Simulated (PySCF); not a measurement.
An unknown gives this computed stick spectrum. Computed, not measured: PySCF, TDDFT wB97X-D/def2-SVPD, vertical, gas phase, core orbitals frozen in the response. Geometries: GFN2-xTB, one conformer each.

```json
{"state": "S1", "E (eV)": "5.75", "λ (nm)": "215.6", "f": "0.0006"}
{"state": "S2", "E (eV)": "8.31", "λ (nm)": "149.2", "f": "0.059"}
{"state": "S3", "E (eV)": "8.88", "λ (nm)": "139.6", "f": "0.176"}
{"state": "S4", "E (eV)": "8.89", "λ (nm)": "139.5", "f": "0.0029"}
{"state": "S5", "E (eV)": "9.25", "λ (nm)": "134.1", "f": "0.0022"}
{"state": "S6", "E (eV)": "9.90", "λ (nm)": "125.2", "f": "0.0062"}
{"state": "S7", "E (eV)": "10.13", "λ (nm)": "122.4", "f": "0.0034"}
{"state": "S8", "E (eV)": "10.56", "λ (nm)": "117.4", "f": "0.0015"}
```

Triplets computed (Tamm–Dancoff): 5.22, 6.10, 8.25 eV.

Question: Which structure fits?
A. `Oc1ccccc1`
B. `C[Si@@H]1OC[C@@H]1F`
C. `O=C(O)C(F)(F)F`
D. `F/C=C/CO[SiH3]`
E. `OC1=CC=C(F)C=C1`

Answer: C. Its S1 lies at 5.75 eV; the nearest of the others has S1 at 5.27 eV. S1 is HOMO→LUMO (98%). S1 has the pattern of n→π* at C=O. At the same level the other candidates give, for their lowest levels:
- `Oc1ccccc1`: 5.27 eV (f 0.032); 6.10 eV (f 0.039); 6.48 eV (f 0.000); 7.10 eV (f 0.634); 7.13 eV (f 0.455); T1 4.22 eV; HOMO -8.37, LUMO 1.45 eV
- `Oc1ccc(F)cc1`: 5.06 eV (f 0.052); 6.07 eV (f 0.044); 6.37 eV (f 0.000); 7.09 eV (f 0.600); 7.17 eV (f 0.000); T1 4.08 eV; HOMO -8.37, LUMO 1.10 eV
- `F/C=C/CO[SiH3]`: 7.06 eV (f 0.000); 7.46 eV (f 0.010); 7.52 eV (f 0.351); 7.66 eV (f 0.016); 7.92 eV (f 0.002); T1 4.61 eV; HOMO -9.22, LUMO 1.74 eV
- `C[Si@@H]1OC[C@@H]1F`: 6.79 eV (f 0.042); 6.91 eV (f 0.013); 7.63 eV (f 0.017); 7.76 eV (f 0.015); 7.96 eV (f 0.017); T1 6.28 eV; HOMO -9.74, LUMO 1.76 eV

The values belong to the conformer `[O:1]=[C:2]([OH:3])[C:4]([F:5])([F:6])[F:7]`: O1–C2–C4–F5 0°, H–O3–C2–O1 0°.
